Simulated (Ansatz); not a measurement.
# C: the cost of one run

Program: Ansatz 0.2.0. Level of theory: DFT PBE, scalar-relativistic, plane waves, PAW. These are calculated values, not measurements.

### Step 1. Starting point

It takes space group Pm-3n (No. 223, cubic). Conventional cell: a = 4.455 Å, b = 4.455 Å, c = 4.455 Å, α = 90.00°, β = 90.00°, γ = 90.00°. C (site symmetry m-3) has 12 C at 2.49 Å as nearest neighbours. C (site symmetry -4m2) has 6 C at 2.23 to 2.49 Å as nearest neighbours.

As a file:

```
CELL_PARAMETERS angstrom
4.45543 0.00000 0.00000
0.00000 4.45543 0.00000
0.00000 0.00000 4.45543
ATOMIC_POSITIONS crystal
C 0.50000 0.50000 0.50000
C 0.00000 0.00000 0.00000
C 0.25000 0.00000 0.50000
C 0.50000 0.25000 0.00000
C 0.50000 0.75000 0.00000
C 0.75000 0.00000 0.50000
C 0.00000 0.50000 0.75000
C 0.00000 0.50000 0.25000
```

(A quick probe on a coarse mesh, which set the mesh and smearing, is not shown.)

### Step 3. A loose first relaxation

input.yaml reads:

```yaml
crystal:
  lattice:
    - [4.4554321148, 0.0, 0.0]
    - [0.0, 4.4554321148, 0.0]
    - [0.0, 0.0, 4.4554321148]
  atoms:
    - { symbol: C, position: [0.5, 0.5, 0.5] }
    - { symbol: C, position: [0.0, 0.0, 0.0] }
    - { symbol: C, position: [0.25, 0.0, 0.5] }
    - { symbol: C, position: [0.5, 0.25, 0.0] }
    - { symbol: C, position: [0.5, 0.75, 0.0] }
    - { symbol: C, position: [0.75, 0.0, 0.5] }
    - { symbol: C, position: [0.0, 0.5, 0.75] }
    - { symbol: C, position: [0.0, 0.5, 0.25] }
basis:
  ecutwfc: 420
kpoints:
  mp_grid: { grid: [4, 4, 4] }
hamiltonian:
  xc: pbe
scf:
  occupations: { method: gaussian, width: 0.1 }
  lower_state_search: "off"
output:
  forces: true
  stress: true
  eigenvalues: true
relax:
  adjacent_minimum: "off"
  f_tol: 0.04
  max_steps: 70
  cell: { stress_tol: 0.4 }
```

What time and memory should one allow on 1 thread of an x86-64 CPU, shared host?

About 6.6 s, with a peak of 0.44 GiB.
